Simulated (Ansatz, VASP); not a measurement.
# B27P26 (V_P): VASP beside Ansatz

One calculation is typed for both programs; each brings its own data sets. How far apart do they land? The cell is taken from a series of runs on this material, whose earlier steps may have relaxed, scaled, displaced or heated it; both programs get it as it stands.

Main program and level: Ansatz 0.2.0; plane waves, with VASP 6.6.1 beside it; single point at r2SCAN.

**1. The starting structure**

The cell holds 53 atoms: 27 B and 26 P. Its edges and angles: a = 9.623 Å, b = 9.623 Å, c = 9.623 Å, α = 60.0°, β = 60.0°, γ = 60.0°. It derives from BP (BP (F-43m)). Nearest the centre at fractional (0.250, 0.583, 0.583): B9 at 2.04 Å, B17 at 2.10 Å, B18 at 2.10 Å, B15 at 2.12 Å, P52 at 3.17 Å, P39 at 3.17 Å, P49 at 3.18 Å, P40 at 3.18 Å.

Coordinates:

```xyz
53
Lattice="0.0000 6.8046 6.8046 6.8046 0.0000 6.8046 6.8046 6.8046 0.0000" Properties=species:S:1:pos:R:3 pbc="T T T"
B     6.8036    6.8121   13.6004
B     9.0708    2.2776    6.7981
B    11.3382    4.5458    6.7981
B     2.2663    0.0098    2.2614
B     4.5377    9.0783    9.0621
B     6.8017    4.5456    2.2614
B     4.5337    0.0098    4.5295
B     6.8017    2.2775    4.5293
B     9.1129   11.3070   11.2908
B     0.0176    2.2745    2.2581
B     9.0730    4.5438    9.0566
B     4.5366    6.7944    2.2587
B     2.2685    2.2684    4.5276
B     4.5440    4.5441    4.5278
B     6.7281    6.8889    4.4332
B     4.5367    2.2750    6.7781
B     6.7286    4.4496    6.8720
B     9.1661    6.8876    6.8712
B     6.8047    4.5431   11.3314
B     9.0722    6.8109   11.3318
B    11.3357    9.0840   11.3440
B     2.2677    4.5434    6.7947
B     4.5446    6.8077    6.7914
B     6.8074    9.0716    6.7913
B     4.5313    4.5556    9.0677
B     6.8075    6.8075    9.0553
B     9.0606    9.0828    9.0666
P     3.4028    3.4086    3.3923
P     5.6824    5.6837    3.4031
P     7.9322    7.9337    3.4024
P     5.6825    3.4192    5.6674
P    10.1961    7.9334    5.6684
P     7.9322    3.4186    7.9173
P    10.1960    5.6847    7.9171
P    12.4726    7.9467    7.9305
P     3.4061    5.6757    5.6595
P     5.6887    7.9264    5.6541
P     7.9391   10.2090    5.6594
P     5.6889    5.6702    7.9099
P     7.9433    7.9243    7.9080
P    10.2062   10.2129    7.9297
P     7.9391    5.6756   10.1927
P    10.2062    7.9460   10.1967
P    12.4729   10.2126   10.1964
P     3.4045    7.9420    7.9258
P     5.6727   10.2112    7.9257
P     7.9384   12.4813    7.9310
P     5.6727    7.9419   10.1949
P     7.9295   10.2379   10.2217
P    10.1816   12.4890   10.2215
P     7.9384    7.9472   12.4650
P    10.1815   10.2378   12.4728
P    12.4724   12.4811   12.4649
```

**2. Ansatz: single point, r2SCAN**

Ansatz runs on its PAW soft_1 files.

A single point gives forces, pressure and levels at one fixed geometry, so differences don't come from the geometry; what else differs is listed under the comparison.

Contents of input.yaml:

```yaml
crystal:
  checkpoint: "../qm1_M2.relax.run"
  host: checkpoint
basis:
  ecutwfc: 500
  xc_grid: 2
hamiltonian:
  xc: r2scan
  pseudopotentials: { kind: paw, azcp: { folder: soft_1 } }
kpoints:
  mp_grid: { grid: [2, 2, 2], shift: [0.5, 0.5, 0.5] }
scf:
  occupations: { method: fixed }
  max_iter: 60
output:
  forces: true
  eigenvalues: true
  charged_corrections: { defect_position: [0.25, 0.583333, 0.583333] }
checkpoint:
  read: "../qm1_M2.relax.run"
  write: "../qm1_M2.point_neutral.run"
  compress: false
  write_wavefunctions: false
  write_every: 100000
magnetization:
  spin_polarized: true
  initial_magnetization: 1
  spin_locking: { lock_magnetization: hard }
```

On the command line:

```bash
$ ansatz run input.yaml --threads 4 --pin off --max-ram 7536MiB --backend cpu --events-out ev --progress --plain --runs-dir out
```

Numbers of over 12 decimals in the logs are rounded to 6 here.

The log of the run:

```text
Warning: This run holds its total moment fixed (magnetization.spin_locking.lock_magnetization: hard) and mixes its density by anderson or broyden (scf.mixing.algorithm, typed or taken by auto). Slabs with a fixed moment have converged under broyden above another state at the same moment, at the default mixing steps and at smaller ones, and under scf.lower_state_search: standard, light or off a state that such a mixer [...]
Warning: checkpoint.read: spin seed differs: saved <digest>, current <digest>; the loaded state replaces the seed-built initial guess (but the starting_ns of a DFT+U solve that opens without the state's occupation matrices), so the run may converge into the producing seed's basin, or, where the symmetry group that follows from this deck's starting moments and starting_ns does not hold the saved magnetisation, lose th [...]
checkpoint.read: the saved state was converged at a total charge of -1 e, and this run's is 0 e: a saved density that it takes is scaled to its electron count
crystal.checkpoint: the structure is that of <dir>, a `relax` run, at its step 6: its result, under r2scan at a charge of -1 e; 53 atoms read, 0 with a starting moment; this deck's charge is 0 e; crystal.structure_sha256 for this input is
Engine: ansatz 0.2.0, x86_64-unknown-linux-gnu
Pseudopotentials: kind: paw
Pseudopotential: B, paw, valence charge 3, recommended cutoff 500 eV (meta_gga), soft_1/B.paw.azcp
Pseudopotential: P, paw, valence charge 5, recommended cutoff 500 eV (meta_gga), soft_1/P.paw.azcp
Functional definition: r2SCAN
  parameter k0 = 0.174
  parameter k1 = 0.065
  parameter a1 = 4.9479
  exchange = r2scan_x(k0 = k0, k1 = k1, a1 = a1)
  correlation = r2scan_c
Crystal: 53 atoms, lattice volume = 630.129 Å³
Basis set: ecut = 500 eV, 16049 PW (Γ), exchange–correlation on 144×144×144 points (8 copies of the dense FFT grid, shifted against one another)
Bands: 159, of which v1, the nominal top of the filled ones, is band 106 counted from 1 (105 counted from 0)
Symmetry: 1 space group operations
Space group: P1 (ITA 1), of the structure as read, at distance tolerance 8.6e-5 Å
Magnetic group: BNS 1.1 (UNI 1), of the structure as read, at distance tolerance 8.6e-5 Å
k-points: 4 of 8 (time reversal used)
Non-local potential: B, projectors of the file, l = 0: 2, l = 1: 2, l = 2: 1
Non-local potential: P, projectors of the file, l = 0: 2, l = 1: 2, l = 2: 1
PAW form: soft (Blöchl's): semilocal exchange-correlation on the pseudo side does not see the compensation charge
PAW frozen core: B, regenerated for the run's functional (the file was generated under x = pbe(κ = 0.804, μ = 0.219515), c = pbe(β = 0.066725))
PAW frozen core: P, regenerated for the run's functional (the file was generated under x = pbe(κ = 0.804, μ = 0.219515), c = pbe(β = 0.066725))
PAW one-centre angular grid: B, 302 points (default); XC on 223 of its mesh's 2233 points in the sphere
PAW one-centre angular grid: P, 302 points (default); XC on 160 Gauss nodes
Initial density: read from a saved state, or passed on in memory by an earlier SCF of this step, an earlier step, the calling program or the single point that the run made first
Starting moments: Σ|m| = 1 μB on 53 of 53 sites; this step starts from the density that it was given
Initial wavefunctions: those read from a saved state, or passed on in memory by an earlier step or the calling program
Functional: x = r2scan, c = r2scan; τ floored in thin density (d = 2e-4 eV/Å³)
iter 1 solved again at ethr=3.90e-4 eV; its pass at ethr=3.10e-3 eV (dr2=8.23e-1 eV) is discarded
SCF iter   1: F=—  HF=-23985.617489 eV  |F-HF|=—  |Δ(HF+E_count)|=         —  Δρ=5.65e-3 (↑5.65e-3 ↓1.17e-3)  dr2=8.15e-1  dr2_τ=4.40e-3  dr2_m=4.72e-2  M=1.000 μB ∫|m|=2.301 μB  β_m=0.60  ethr=3.90e-4  ⟨swp⟩=1.0  Hψ=3536  notcnv=0  defer=1
preconditioner: auto → Resta (q_TF=auto, 2.274 Å⁻¹)  ε∞=4.6  [insulator: Δε(μ)=0.213 eV  Ē_g=11.272 eV  n_scr=136 (ndim 8)  ℏωp=21.5 eV  f_vac=0.000  ε∞_Penn≈4.6]
spin=Collinear: Resta preconditioning applied to the charge; magnetization (m = ρ↑ − ρ↓) channel mixes plain (no charge-response kernel on spin).
[...]
atom   3  B     -0.04560238    -0.05414446    -0.06068860
  atom   4  P      0.02645367    -0.51547826     0.00879688
  atom   5  B      0.05018945     0.03779954    -0.06439116
  atom   6  P      0.51046834    -0.03908223     0.02515730
  atom   7  B     -0.04568660    -0.06066535    -0.05441927
  atom   8  P      0.02703645     0.00933262    -0.51602734
  atom   9  B      0.01102040    -0.00591572    -0.00560238
  atom  10  B      0.05754459     0.03907630    -0.05052713
  atom  11  P     -0.01099793    -0.03835402    -0.47873440
  atom  12  B      0.05005177    -0.06477705     0.03791487
  atom  13  P      0.51025514     0.02592416    -0.03936814
  atom  14  B      0.05788411    -0.05023416     0.03915144
  atom  15  P     -0.01089103    -0.47849125    -0.03777695
  atom  16  B      0.18850533    -0.18160433    -0.18297884
  atom  17  P      0.06930272    -0.06582920    -0.06554016
  atom  18  B     -0.51414741     0.02647870     0.02767004
  atom  19  P     -0.04100046     0.00388176     0.00411596
  atom  20  B     -0.06737280     0.05811066     0.07483356
  atom  21  P     -0.04505976     0.04571106     0.32155614
  atom  22  B     -0.03700649     0.47890301     0.01728357
  atom  23  P      0.00096847     0.04002653     0.00084028
  atom  24  B     -0.06745114     0.07447999     0.05824039
  atom  25  P     -0.04435621     0.32082075     0.04550819
  atom  26  B     -0.07561574     0.05325516     0.05297576
[...]
atom  46  B      0.05956699     0.04888463    -0.05804350
  atom  47  P      0.00418603     0.19310492     0.01014495
  atom  48  B     -0.00985934    -0.26066483     0.00022166
  atom  49  P     -0.00764268    -0.01161110     0.01211110
  atom  50  B      0.05954344    -0.05800811     0.04924173
  atom  51  P      0.00457137     0.01021533     0.19364636
  atom  52  B      0.23001816     0.00321506     0.00353533
  atom  53  P      0.01086131     0.00857852     0.00831526
  max |Σ_I F_I| component: 7.26e-3 eV/Å
--- Band table (eV; the first three rows and the last of 8) ---
  k-point 0 ↑: bands = [... 102 lower, 7.6765, 8.3684, 8.3803, 9.8349, 10.2049, 10.3303, 10.8072, 10.8150, ... 49 higher]
  k-point 1 ↑: bands = [... 102 lower, 7.8250, 8.0908, 8.1046, 9.2615, 10.0529, 10.2202, 10.7159, 11.5750, ... 49 higher]
  k-point 2 ↑: bands = [... 102 lower, 7.8250, 8.0907, 8.1045, 9.2613, 10.0529, 10.2207, 10.7158, 11.5749, ... 49 higher]
  k-point 3 ↓: bands = [... 102 lower, 7.8879, 8.1222, 8.5332, 9.8972, 10.6019, 10.7443, 10.8195, 11.5923, ... 49 higher]
```

**3. VASP: single point, r2SCAN**

The same cell, functional and mesh now go to VASP, with its own data sets.

Lines of VASP's logs that name or quote its potential files are left out, and so is its time.

Contents of INCAR:

```
SYSTEM = B27P26
PREC = Accurate
ENCUT = 460
EDIFF = 1E-06
NELM = 200
ISMEAR = 0
SIGMA = 0.01
LREAL = Auto
ALGO = Normal
METAGGA = R2SCAN
LASPH = .TRUE.
NBANDS = 144
ISPIN = 2
MAGMOM = 0 0 0 0 0 0 0 0 0.07 0.01 0 0.01 0 0 0.1 0.01 0.1 0.08 0 0 0.01 0 0 0 0.01 0 0.01 -0 0 -0 0 0 -0 0 -0 -0 -0 -0 -0 -0 -0 -0 -0 -0 -0 -0 -0 -0 0 -0 -0 -0 -0
LORBIT = 11
LWAVE = .FALSE.
LCHARG = .FALSE.
ISIF = 2
ISYM = 0
NUPDOWN = 1
GGA_COMPAT = .FALSE.
LMIXTAU = .TRUE.
KPAR = 4
```

Contents of POSCAR:

```
B27P26
1.0
    0.0000000000      6.8045562257      6.8045562257
    6.8045562257      0.0000000000      6.8045562257
    6.8045562257      6.8045562257      0.0000000000
B P
27 26
Direct
    0.9999858283      0.9987352760      0.0011217677
    0.0003563854      0.9986973870      0.3343571512
    0.0004203987      0.9986334781      0.6676319390
    0.0003633321      0.3319731641      0.0010782192
    0.9995334071      0.3322334853      0.3346225221
    0.0003931788      0.3319465822      0.6676302736
    0.0004165109      0.6652460224      0.0010261033
    0.0003830610      0.6652486117      0.3343259618
    0.9908706369      0.6684260883      0.6708058564
    0.3317648518      0.0000898532      0.0025020579
    0.3326724679      0.9982854058      0.3350888460
    0.3318709100      0.0000706080      0.6666316358
    0.3326786672      0.3326928179      0.0006807356
    0.3327103282      0.3327011372      0.3350856911
    0.3375729569      0.3139380973      0.6748289571
    0.3318635255      0.6642482187      0.0024654231
    0.3374956705      0.6724173022      0.3164240637
    0.3374724562      0.6723234983      0.6747266533
    0.6664570911      0.9988137322      0.0012036275
    0.6664970850      0.9988246186      0.3344318034
    0.6681003372      0.9990112482      0.6668919276
    0.6664963983      0.3320497189      0.0012092145
    0.6653271806      0.3327439764      0.3351299617
    0.6654002414      0.3326533238      0.6677701270
    0.6680783624      0.6645070240      0.0014143717
    0.6653854325      0.6653813000      0.3350474585
    0.6678493643      0.6645816579      0.6669678549
    0.2496986997      0.2488394039      0.2512353104
    0.2501526161      0.2499636389      0.5851284099
    0.2501218423      0.2498909331      0.9158244372
    0.2501385843      0.5827437572      0.2523530343
    0.2502573574      0.5827725243      0.9156439152
    0.2501083780      0.9134275817      0.2522946716
    0.2502594530      0.9132427534      0.5851671328
    0.2501705022      0.9152956010      0.9176833910
    0.5826298792      0.2490861339      0.2514702590
    0.5798930058      0.2510329665      0.5849785388
    0.5826450995      0.2490590767      0.9176679676
    0.5798550920      0.5825933142      0.2534444049
    0.5796892442      0.5824755556      0.5848692319
    0.5831655489      0.5821849117      0.9177250570
    0.5826396496      0.9152807436      0.2514491448
    0.5831755279      0.9153371876      0.5845657188
    0.5831458623      0.9153165821      0.9177050841
    0.9158089627      0.2489673743      0.2513574668
    0.9158765143      0.2488871816      0.5847716431
    0.9165794847      0.2489592711      0.9176702479
    0.9158657354      0.5823858254      0.2512801956
    0.9207131286      0.5814694515      0.5838463844
    0.9206286588      0.5815266845      0.9147589517
    0.9165766216      0.9152864312      0.2513455708
    0.9206371674      0.9123654588      0.5839088956
    0.9165675162      0.9152800200      0.9176643262
```

Contents of KPOINTS:

```
Points of the shifted mesh
8
Reciprocal
 0.2500000000  0.2500000000  0.2500000000 1
 0.2500000000  0.2500000000  0.7500000000 1
 0.2500000000  0.7500000000  0.2500000000 1
 0.2500000000  0.7500000000  0.7500000000 1
 0.7500000000  0.2500000000  0.2500000000 1
 0.7500000000  0.2500000000  0.7500000000 1
 0.7500000000  0.7500000000  0.2500000000 1
 0.7500000000  0.7500000000  0.7500000000 1
```

PAW data sets: B and P (PBE family, release 64).

On the command line:

```bash
$ mpirun -np 8 vasp_std
```

The log of the run:

```text
[banner, memory and clock lines left out]
running    8 mpi-ranks, on    1 nodes
[...]
|                                                                             |
|           W    W    AA    RRRRR   N    N  II  N    N   GGGG   !!!           |
|           W    W   A  A   R    R  NN   N  II  NN   N  G    G  !!!           |
|           W    W  A    A  R    R  N N  N  II  N N  N  G       !!!           |
|           W WW W  AAAAAA  RRRRR   N  N N  II  N  N N  G  GGG   !            |
|           WW  WW  A    A  R   R   N   NN  II  N   NN  G    G                |
|           W    W  A    A  R    R  N    N  II  N    N   GGGG   !!!           |
|                                                                             |
|     For optimal performance we recommend to set                             |
|       NCORE = 2 up to number-of-cores-per-socket                            |
|     NCORE specifies how many cores store one orbital (NPAR=cpu/NCORE).      |
|     This setting can greatly improve the performance of VASP for DFT.       |
[...]
|                                                                             |
|     You enforced a specific xc type in the INCAR file but a different       |
|     [... a line on the potential file left out ...]
|     I HOPE YOU KNOW WHAT YOU ARE DOING!                                     |
|                                                                             |

 LDA part: xc-table for (None), standard interpolation
 POSCAR, INCAR and KPOINTS ok, starting setup
[...]
entering main loop
       N       E                     dE             d eps       ncg     rms          rms(c)
DAV:   1     0.513070363723E+03    0.51307E+03   -0.88902E+04  4608   0.122E+03
DAV:   2    -0.437720509709E+03   -0.95079E+03   -0.89707E+03  5584   0.220E+02
DAV:   3    -0.499776084071E+03   -0.62056E+02   -0.61084E+02  5704   0.532E+01
DAV:   4    -0.501173139119E+03   -0.13971E+01   -0.13860E+01  5752   0.847E+00
[...]
DAV:  18    -0.452596864003E+03   -0.31768E-05   -0.22705E-05  5576   0.635E-03    0.312E-03
DAV:  19    -0.452596865076E+03   -0.10733E-05   -0.19282E-05  5480   0.560E-03    0.197E-03
DAV:  20    -0.452596865231E+03   -0.15533E-06   -0.28765E-06  3248   0.245E-03
   1 F= -.45259687E+03 E0= -.45259687E+03  d E =-.333855E-33  mag=     1.0000
```

Parts of OUTCAR (step 3):

```text
  FREE ENERGIE OF THE ION-ELECTRON SYSTEM (eV)
  ---------------------------------------------------
  free  energy   TOTEN  =      -452.5968652313 eV

  energy  without entropy=     -452.5968652313  energy(sigma->0) =     -452.59686523

 magnetization (x)
# of ion       s       p       d       tot
------------------------------------------
    1        0.000   0.002   0.000   0.002
    2        0.001   0.002   0.000   0.003
    3        0.000   0.002   0.000   0.002
    4        0.001   0.002   0.000   0.003
    5        0.000   0.001   0.000   0.001
    6        0.000   0.001   0.000   0.002
    7        0.000   0.002   0.000   0.002
    8        0.000   0.001   0.000   0.002
    9        0.020   0.055   0.000   0.075
   10        0.007   0.005   0.000   0.013
   11        0.000   0.002   0.000   0.003
   12        0.006   0.006   0.000   0.012
   13        0.000   0.002   0.000   0.003
[...]
--------------------------------------------------
tot          0.138   0.334   0.000   0.472

[... 1 further part left out ...]
```

The run ends at a pressure of -0.99 GPa, with forces up to 0.52 eV/Å.

**4. Comparison**

Known differences besides the potentials themselves: VASP starts from the moments at which Ansatz ended; VASP keeps PBE cores, Ansatz makes them for the functional; fixed occupations in Ansatz, narrow Gaussian smearing in VASP; the cutoff is 500 eV in Ansatz and 460 eV in VASP (PREC = Accurate, projectors in real space); site moments are counted in spheres of each program's own size. Total energies have different zeros and are not compared.

Compared:

| quantity | Ansatz | VASP | difference |
| --- | --- | --- | --- |
| total moment, fixed by the input (μB) | 1.00 | 1.00 | 0.00 |
| moment on B15 (μB) | 0.10 | 0.13 | -0.02 |
| moment on B17 (μB) | 0.10 | 0.13 | -0.02 |
| moment on B18 (μB) | 0.08 | 0.10 | -0.02 |
| moment on B9 (μB) | 0.07 | 0.07 | -0.01 |

Forces on 10 of the 53 atoms, those with the largest forces and the largest differences (eV/Å; atoms numbered as in POSCAR):

| atom | Ansatz x, y, z | VASP x, y, z |
| --- | --- | --- |
| B10 | -0.514, 0.026, 0.028 | -0.514, 0.027, 0.028 |
| B12 | -0.037, 0.479, 0.017 | -0.037, 0.479, 0.017 |
| B15 | -0.100, 0.088, 0.086 | -0.115, 0.104, 0.067 |
| B16 | -0.037, 0.017, 0.479 | -0.038, 0.018, 0.478 |
| B17 | -0.102, 0.088, 0.092 | -0.117, 0.069, 0.108 |
| B18 | -0.047, 0.133, 0.135 | -0.028, 0.147, 0.147 |
| P29 | 0.026, -0.515, 0.009 | 0.030, -0.510, 0.011 |
| P30 | 0.510, -0.039, 0.025 | 0.503, -0.047, 0.029 |
| P31 | 0.027, 0.009, -0.516 | 0.033, 0.012, -0.510 |
| P33 | 0.510, 0.026, -0.039 | 0.505, 0.031, -0.045 |

The forces differ by 5.0 meV/Å r.m.s., which is 3.5 % of the r.m.s. force of 0.142 eV/Å (both taken over all components).

**5. Outcome**

| Quantity | Value |
| --- | --- |
| r.m.s. force difference (single point, r2SCAN) | 5.0 meV/Å |

In words: The r.m.s. force difference is 5.0 meV/Å (single point, r2SCAN), within the 12 meV/Å picked in this series as the mark of a large difference. Such differences can come from data sets, numerical settings and the points named under the comparisons, not from the functional's error against experiment.

[Lines on the potential files, build, host, timing and source positions are cut from VASP's logs without a mark.]

[Logs are printed without paths, hosts, clocks, repeated set-up lines and the standing remarks that a program may print on its own settings, such as how far it seeks lower states.]

[Hosts, paths, dates, database ids (printed as entryN), source tags and the programs' standing remarks are cut or masked in the printed files.]
